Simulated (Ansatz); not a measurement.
A (001) slab of Si₂Mo (I4/mmm (No. 139)), 9 planes, outer planes Si (top) and Si (bottom), with 9 atoms (Si6Mo3) in a surface cell of A = 10.177 Å², as cut from the bulk:

```xyz
9
Lattice="3.1901 0.0000 0.0000 0.0000 3.1901 0.0000 0.0000 0.0000 25.4015" Properties=species:S:1:pos:R:3 pbc="T T T"
Si    0.0000    0.0000    7.5000
Mo    1.5950    1.5950    8.7901
Si    0.0000    0.0000   10.0801
Si    1.5950    1.5950   11.4107
Mo    0.0000    0.0000   12.7008
Si    1.5950    1.5950   13.9908
Si    0.0000    0.0000   15.3214
Mo    1.5950    1.5950   16.6114
Si    0.0000    0.0000   17.9015
```

Level of theory: DFT PBEsol, scalar-relativistic, plane waves, PAW in Ansatz 0.2.0. Plane waves to 420 eV, a k mesh through Γ of 11×11×1 on the computed 9-atom cell and Gaussian smearing (0.10 eV); no spin polarisation.

Against the same 9 atoms in the bulk, the slab as cut lies 3.411 eV higher and the relaxed slab 3.344 eV higher.

Task: Work out the surface energy before and after relaxation.

Result: The slab has two faces, so γ = (E_slab − N·E_bulk)/(2A), the mean of both. As cut: 3.411/(2 × 10.177) = 0.1676 eV/Å², and 1 eV/Å² = 16.02 J/m², so γ = 2.68 J/m². Relaxed: 3.344/(2 × 10.177) = 0.1643 eV/Å² = 2.63 J/m². Relaxation recovers 2.0 % of the cost of cutting.

Task: What is the ideal work of this cut, per area?

Result: Griffith's ideal work is 2γ: 5.37 J/m² if the new faces stay rigid, 5.26 J/m² if they relax. Other cuts parallel to this plane can cost less. One thickness was run, 9 planes, so γ can still shift with it.